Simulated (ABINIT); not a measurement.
Runs of ABINIT 10.8.3 (patched build) on GaP. It takes space group F-43m (No. 216, cubic). The conventional cell has a = 5.451 Å, b = 5.451 Å, c = 5.451 Å, α = 90.00°, β = 90.00°, γ = 90.00°. Around Ga (site symmetry -43m) lie 4 P at 2.36 Å. Around P (site symmetry -43m) lie 4 Ga at 2.36 Å. 

```tsv
task	level	potentials or basis	k mesh	cutoff (eV)	smearing	most SCF steps	thinning of the exchange mesh (fockdownsampling)	fine-grid cutoff	gap on the mesh (eV)	V0 of scaled cells (Å³/atom)	B0 (GPa)
single point	B3LYP	SPMS NC PBE v1.0	6 × 6 × 6	816	fermi-dirac 0.05 eV	60	2 × 2 × 2	-	(b)	-	-
equation of state	OLYP	JTH PAW PBE v2.0	8 × 8 × 8	544	fermi-dirac 0.05 eV	-	-	1088.46 eV	-	21.19	72
equation of state	SOGGA	JTH PAW PBE v2.0	8 × 8 × 8	544	fermi-dirac 0.05 eV	-	-	1088.46 eV	-	19.95	(c)
equation of state	BP86+D2	JTH PAW PBE v2.0	8 × 8 × 8	544	fermi-dirac 0.05 eV	-	-	1088.46 eV	-	19.56	90
single point	PBE0	PseudoDojo NC SR PBE v0.4.1 standard	6 × 6 × 6	1088	fixed	60	2 × 2 × 2	-	3.17	-	-
equation of state	BLYP+D2	JTH PAW PBE v2.0	8 × 8 × 8	544	fermi-dirac 0.05 eV	-	-	1088.46 eV	-	20.15	(a)
equation of state	AM05	PseudoDojo NC SR PBEsol v0.4.1 standard	8 × 8 × 8	1088	fermi-dirac 0.05 eV	-	-	-	-	20.15	83
```

Alike in all rows: no spin polarisation; cell as given.

Task: Fill in the values left out.

Result: (a) 80; (b) 2.96; (c) 88.

Caveats: pressures at fixed basis lie under the slope of the energies (some runs); the PAW data sets were made with another functional, which shifts forces and pressure a little (some runs); the potentials were made for another functional, which shifts forces and pressure (some runs); exact exchange is summed on a coarse mesh, which widens gaps by tenths of an eV (some runs).

A k mesh can miss the band edges, and the runs leave out spin-orbit coupling on Ga.

Runs at the PBE level aren't shown here.
